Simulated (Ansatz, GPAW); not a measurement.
This is a calculation of Pb (Lead) for Ansatz 0.2.0. 

input.yaml

```yaml
crystal:
  lattice:
    - [0.0, 2.47502, 2.47502]
    - [2.47502, 0.0, 2.47502]
    - [2.47502, 2.47502, 0.0]
  atoms:
    - { symbol: Pb, position: [0.0, 0.0, 0.0] }
kpoints:
  mp_grid: { grid: [9, 9, 9] }
scf:
  occupations: { method: gaussian, width: 0.023 }
hamiltonian:
  xc: pbe
  pseudopotentials: { kind: all_electron, lapw: { basis_error: 0.001 } }
output:
  forces: true
  stress: true
  eigenvalues: true
```

Potentials or basis: all-electron LAPW, scalar-relativistic.

Command:

```console
$ ansatz run input.yaml --threads 1 --pin off --max-ram 3072MiB --backend cpu --events-out ev --progress --plain --runs-dir out
```

**Question.** Set up the same calculation for GPAW 26.7.0 (ASE script). Potentials or basis there: GPAW PAW data sets (gpaw-data 1.2.1), cutoff 600 eV.

**Answer.** As run (cutoffs and basis follow the program's own potentials, and thresholds, step limits or extra output files can differ):

File run.py:

```python
from ase.dft.bandgap import bandgap
from ase.io import read, write
from ase.units import Bohr, GPa
from gpaw import GPAW, PW
from gpaw.elf import elf_from_dft_calculation

atoms = read('POSCAR')

calc = GPAW(mode=PW(600),
            xc='PBE',
            kpts={'size': (9, 9, 9), 'gamma': True},
            occupations={'name': 'methfessel-paxton', 'order': 0, 'width': 0.023},
            nbands=14,
            convergence={'density': 1e-05, 'energy': 1e-05},
            maxiter=150,
            txt='gpaw.txt')
atoms.calc = calc
energy = atoms.get_potential_energy()
forces = atoms.get_forces()
stress = atoms.get_stress()
calc.write('gs.gpw')
write('result.traj', atoms)
print(f'Energy: {energy:.6f} eV')
print('Forces (eV/A):')
print(forces.round(4))
print('Stress (GPa):', (stress / GPa).round(3))
print('Fermi level:', round(calc.get_fermi_level(), 4), 'eV')
print(f'Gap: {bandgap(calc)[0]:.4f} eV, direct: {bandgap(calc, direct=True)[0]:.4f} eV')

# fields on the real-space grid
write('density.cube', atoms, data=calc.get_pseudo_density() * Bohr**3)
write('potential.cube', atoms, data=calc.get_electrostatic_potential())
write('elf.cube', atoms, data=elf_from_dft_calculation(calc).data)
```

Contents of POSCAR:

```
Pb
1.0
    0.0000000000      2.4750200000      2.4750200000
    2.4750200000      0.0000000000      2.4750200000
    2.4750200000      2.4750200000      0.0000000000
Pb
1
Direct
    0.0000000000      0.0000000000      0.0000000000
```

Potentials or basis: GPAW PAW data sets (gpaw-data 1.2.1), pw.

Launch:

```bash
$ OMP_NUM_THREADS=1 python run.py
```

Both were run:

|  | Ansatz | GPAW |
| --- | --- | --- |
| Pressure | 2.3 GPa | 2.0 GPa |

Where Ansatz's input types no cutoff or centring, it takes its own default and a Γ-centred mesh.

Pressure is positive in compression.
